**Where the low conduction states of a WS₂ bilayer sit: forecasting a withheld plane**

The table gives the share of the Kohn-Sham states from mid-gap to 0.9 eV above it on each of the six atomic planes of a 2H-stacked WS₂ bilayer, together with the plane heights, from plane-wave PAW PBE+D3. The program forecasts the withheld upper W plane from inversion symmetry and from the shares adding to one, with no adjustable parameter, and compares two alternatives in which the asymmetry of the inner S planes is made up on W. The forecasts, 0.264 ± 0.003 and −1.568 ± 0.002 Å, match the computed values to the printed digit, while the alternatives miss the share by 0.003 and 0.006. The output also shows the 0.006 split between the equivalent inner S planes, their 0.018 excess over the outer ones, and 6.1 × 10¹⁴ states per cm² in the window. A rough parabolic estimate indicates that the K valleys alone would need a depth of order 1 eV to hold that many states.

Scalar-relativistic PBE+D3(BJ) calculation without spin polarisation for a relaxed WS₂ bilayer in Ansatz 0.2.0, with PAW, a 420 eV plane-wave cutoff, a 27 × 27 × 1 k mesh and 0.05 eV Gaussian smearing. Plane shares cover states from mid-gap to 0.9 eV above it, each counted as full. Rows run from the bottom plane up, and heights are relative to the top atom.

## Analysis program

```python
# Table: share of the Kohn-Sham states 0 to 0.9 eV above mid-gap on each atomic plane of a WS2
# bilayer, and plane heights (Ansatz 0.2.0, plane-wave PAW, PBE+D3, 420 eV, 27x27 k mesh).
# Tested: inversion symmetry and a sum rule as parameter-free forecasts of the withheld W row.
T = {
    'row': [1, 2, 3, 4, 5, 6],
    'plane_share': [0.109, 0.264, 0.13, 0.124, 0.264, 0.109],
    'plane_formula': ['S', 'W', 'S', 'S', 'W', 'S'],
    'plane_height': [-9.191, -7.623, -6.057, -3.134, -1.568, 0.0],  # angstrom
}
HELD = [4]  # rows withheld from the fit
import numpy as np
from scipy import constants as C
s = np.array(T['plane_share'], float); h = np.array(T['plane_height'], float)
f = T['plane_formula']; n = len(s); u = 0.0005   # u: half unit of the last printed digit
known = [i for i in range(n) if i not in HELD]
# typed from the same run: cell, states per cell, k mesh, fractional z of the sites
a, by, c, nst, nk = 3.18, 2.754, 26.5, 0.537723, 27*27
zf = np.array([0.327, 0.386, 0.445, 0.555, 0.614, 0.673])
print("Known rows; rounding +-%.4f in share and in height (A)" % u)
for i, j in [(0, 5), (2, 3)]:
    print("pair %d/%d (%s): shares %.3f %.3f, difference %.3f; height sum %.3f A" % (i+1, j+1, f[i], s[i], s[j], s[i]-s[j], h[i]+h[j]))
split = abs(s[2]-s[3]); inner = (s[2]+s[3])/2; outer = (s[0]+s[5])/2
print("inner S mean %.3f, outer S mean %.3f, excess %.3f (%.0f%%), %.1f times the 3/4 split" % (inner, outer, inner-outer, 100*(inner/outer-1), (inner-outer)/split))
print("smaller inner S minus outer S: %.3f" % (min(s[2], s[3])-outer))
print("W row 2 over inner S %.2f, over outer S %.2f" % (s[1]/inner, s[1]/outer))
d_out, d_in, gap = h[1]-h[0], h[2]-h[1], h[3]-h[2]
print("W to outer S %.3f A, W to inner S %.3f A, S-S gap between layers %.3f A" % (d_out, d_in, gap))
print("W-S distances from heights: %.3f and %.3f A" % (np.hypot(a/3**0.5, d_out), np.hypot(a/3**0.5, d_in)))
wW, wS = (h[2]-h[0])/2, (h[3]-h[1])/2
print("if cut at midpoints: W slice %.2f A, %.3f per A; inner S slice %.2f A, %.3f per A" % (wW, s[1]/wW, wS, inner/wS))
low = s[:3].sum()
print("lower layer total %.3f; sum of known rows %.3f; four S rows %.3f" % (low, s[known].sum(), s[[0, 2, 3, 5]].sum()))
assert s[1] > 1.5*max(s[0], s[2], s[3], s[5])
assert min(s[2], s[3]) > max(s[0], s[5])
assert abs((h[0]+h[5])-(h[2]+h[3])) < 4*u+1e-9
assert split > 2*u
for k in HELD:
    p = n-1-k
    sym, rule = s[p], 1-s[known].sum()
    rest = sum(s[i] for i in known if i >= 3)
    pred, err = (sym+rule)/2, n*u
    hp, herr = h[0]+h[n-1]-h[p], 4*u
    print("Forecast for row %d (%s)" % (k+1, f[k]))
    print("  share by inversion %.3f, by sum to one %.3f" % (sym, rule))
    print("  share forecast %.3f +- %.3f (half the 3/4 split is %.3f)" % (pred, err, split/2))
    print("  alternative, each layer 0.5: %.3f; equal layer totals: %.3f" % (0.5-rest, low-rest))
    print("  height forecast %.3f +- %.3f A; from rounded sites %.2f +- %.2f A" % (hp, herr, (zf[k]-zf[-1])*c, 0.001*c))
    print("  forecast lower minus upper layer %.3f" % (low-rest-pred))
    print("Computed row %d" % (k+1))
    print("  share %.3f, miss %+.3f; alternatives miss %+.3f and %+.3f" % (s[k], round(s[k]-pred, 4)+0.0, s[k]-(0.5-rest), s[k]-(low-rest)))
    print("  height %.3f A, miss %+.3f A" % (h[k], round(h[k]-hp, 4)+0.0))
print("All rows: sum %.3f; W %.3f (%.0f%%); lower layer %.3f, upper %.3f, difference %.3f" % (s.sum(), s[1]+s[4], 100*(s[1]+s[4])/s.sum(), low, s[3:].sum(), low-s[3:].sum()))
print("states per row and cell: " + ", ".join("%.3f" % x for x in s*nst))
print("states x k points = %.4f; one state on the mesh = %.5f per cell" % (nst*nk, 1/nk))
area = a*by*1e-20
print("cell area %.2f A^2; states per area %.1e cm^-2" % (a*by, nst/area*1e-4))
m = 0.4*C.m_e   # rough recalled K-valley electron mass
for g, lab in [(8, "count includes spin"), (4, "count omits spin")]:
    E = nst/area*2*np.pi*C.hbar**2/(g*m)/C.e
    print("depth needed if only parabolic K valleys (mass 0.4, rough; %s): about %.0f eV" % (lab, E))
```

Running it gives:

```
Known rows; rounding +-0.0005 in share and in height (A)
pair 1/6 (S): shares 0.109 0.109, difference 0.000; height sum -9.191 A
pair 3/4 (S): shares 0.130 0.124, difference 0.006; height sum -9.191 A
inner S mean 0.127, outer S mean 0.109, excess 0.018 (17%), 3.0 times the 3/4 split
smaller inner S minus outer S: 0.015
W row 2 over inner S 2.08, over outer S 2.42
W to outer S 1.568 A, W to inner S 1.566 A, S-S gap between layers 2.923 A
W-S distances from heights: 2.414 and 2.413 A
if cut at midpoints: W slice 1.57 A, 0.168 per A; inner S slice 2.24 A, 0.057 per A
lower layer total 0.503; sum of known rows 0.736; four S rows 0.472
Forecast for row 5 (W)
  share by inversion 0.264, by sum to one 0.264
  share forecast 0.264 +- 0.003 (half the 3/4 split is 0.003)
  alternative, each layer 0.5: 0.267; equal layer totals: 0.270
  height forecast -1.568 +- 0.002 A; from rounded sites -1.56 +- 0.03 A
  forecast lower minus upper layer 0.006
Computed row 5
  share 0.264, miss +0.000; alternatives miss -0.003 and -0.006
  height -1.568 A, miss +0.000 A
All rows: sum 1.000; W 0.528 (53%); lower layer 0.503, upper 0.497, difference 0.006
states per row and cell: 0.059, 0.142, 0.070, 0.067, 0.142, 0.059
states x k points = 392.0001; one state on the mesh = 0.00137 per cell
cell area 8.76 A^2; states per area 6.1e+14 cm^-2
depth needed if only parabolic K valleys (mass 0.4, rough; count includes spin): about 1 eV
depth needed if only parabolic K valleys (mass 0.4, rough; count omits spin): about 2 eV
```
